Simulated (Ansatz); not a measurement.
`FC(F)(F)[SiH3]` + `[OH][GaH][Br]` → `[SiH3][O][GaH][Br]` + `FC(F)F` at 600 K and 1 bar (ligand exchange at the Si–C bond).

Calculated with Ansatz (gas phase, PBE0-D4/def2-TZVP geometries, no zero-point term in ΔE). CCSD(T)/CBS is the MP2 limit (def2-TZVPP, def2-QZVPP) plus CCSD(T) − MP2 in def2-TZVPP, frozen cores. This one scheme is used for every species. For Br, Ga outer-core shells are correlated without core-valence functions, which leaves a few kJ/mol of doubt a bond. Scalar relativity is left out up to krypton. Each species was taken in one conformer, which may not be the lowest.

```json
{"species": "`FC(F)(F)[SiH3]`", "CCSD(T)/CBS energy (Eh)": "-628.29609", "H − E (kJ/mol)": "155.1", "S (J/(mol·K))": "393.1"}
{"species": "`[OH][GaH][Br]`", "CCSD(T)/CBS energy (Eh)": "-4573.71961", "H − E (kJ/mol)": "95.5", "S (J/(mol·K))": "366.0"}
{"species": "`[SiH3][O][GaH][Br]`", "CCSD(T)/CBS energy (Eh)": "-4864.03713", "H − E (kJ/mol)": "155.7", "S (J/(mol·K))": "463.4"}
{"species": "`FC(F)F`", "CCSD(T)/CBS energy (Eh)": "-338.02896", "H − E (kJ/mol)": "97.7", "S (J/(mol·K))": "303.2"}
```

H − E and S are ideal-gas, rigid-rotor, harmonic terms from PBE0-D4/def2-TZVP, for one conformer and one mirror image of each species. 1 Eh = 2625.50 kJ/mol, R = 8.31446 J/(mol·K).

Question: By hand: ΔE, ΔH, ΔS and ΔG.

Answer: ΔE = (-4864.03713) + (-338.02896) − (-628.29609) − (-4573.71961) = -0.05039 Eh = -132.3 kJ/mol. Δ(H − E) = 155.7 + 97.7 − 155.1 − 95.5 = 2.8, so ΔH = -129.5 kJ/mol. ΔS = 463.4 + 303.2 − 393.1 − 366.0 = 7.5 J/(mol·K). ΔG = -129.5 − 600 × (7.5)/1000 = -134.0 kJ/mol.

Question: By hand: the equilibrium constant, and the temperature at which ΔG would vanish if ΔH and ΔS stayed fixed.

Answer: log₁₀ K = −ΔG/(RT ln 10) = 11.7. ΔH and −TΔS have one sign here, so there is no such temperature.

The number of gas molecules stays the same, so ΔS is small and ΔH decides. A doubt of 5 kJ/mol in ΔE shifts log₁₀ K by 0.4 here. Other conformers and mirror images would add mixing entropy, several J/(mol·K) or more a flexible species. Modes under 60 cm⁻¹, often nearly free rotors, make the harmonic entropy too high. These are equilibria of isolated gas molecules and say nothing of rates. Largest T1 diagnostic: 0.013 (customary marks: 0.02 for closed shells, 0.045 for open ones).

ΔS is within the doubt of such terms, so its sign, and with it that verdict, could turn.
